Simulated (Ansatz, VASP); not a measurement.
# One calculation of InSe, two programs

INCAR

```
SYSTEM = InSe
PREC = Accurate ; ENCUT = 520
EDIFF = 1E-7 ; ISMEAR = -1
SIGMA = 0.05 ; LREAL = .FALSE.
LASPH = .TRUE. ; NELM = 100
ALGO = Normal ; ISIF = 2
LWAVE = .FALSE. ; LCHARG = .FALSE.
GGA = PE ; NBANDS = 16
```

Contents of KPOINTS:

```
Automatic mesh
0
G
  7 7 7
  0 0 0
```

Contents of POSCAR:

```
InSe
1.0
    3.6320400000      0.0000000000      0.0000000000
    0.0000000000      3.6320400000      0.0000000000
    0.0000000000      0.0000000000      3.6320400000
In Se
1 1
Direct
    0.5000000000      0.5000000000      0.5000000000
    0.0000000000      0.0000000000      0.0000000000
```

input.yaml

```yaml
crystal:
  lattice:
    - [3.63204, 0.0, 0.0]
    - [0.0, 3.63204, 0.0]
    - [0.0, 0.0, 3.63204]
  atoms:
    - { symbol: In, position: [0.5, 0.5, 0.5] }
    - { symbol: Se, position: [0.0, 0.0, 0.0] }
hamiltonian:
  xc: pbe
  pseudopotentials: { kind: paw }
kpoints:
  mp_grid: { grid: [7, 7, 7] }
scf:
  occupations: { method: fermi_dirac, width: 0.05 }
output:
  forces: true
  stress: true
  eigenvalues: true
```

The cell was built by a generator and needn't be a form met in nature.

Alike in both runs: task single point; functional PBE; k mesh 7 × 7 × 7; occupations fermi-dirac, width 0.05 eV; no spin polarisation.

|  | VASP | Ansatz |
| --- | --- | --- |
| version | VASP 6.6.1 | Ansatz 0.2.0 |
| potentials or method | VASP PAW PBE potentials, release 64 (In_d, Se) | Ansatz PAW |
| plane-wave cutoff (eV) | 520 | 420 |
| valence electrons in the cell | 19 | 29 |

|  | VASP | Ansatz | Ansatz less VASP |
| --- | --- | --- | --- |
| gap on the k mesh at the Fermi level (eV) | none | none | - |
| pressure (GPa) | 0.0 | 0.0 | -0.01 |

A gap of «none» marks a metal or a gap that the smearing closes. The functional is the same, so the differences come from potentials, cutoffs and numerics. The two sets of potentials don't hold the same shells in valence.
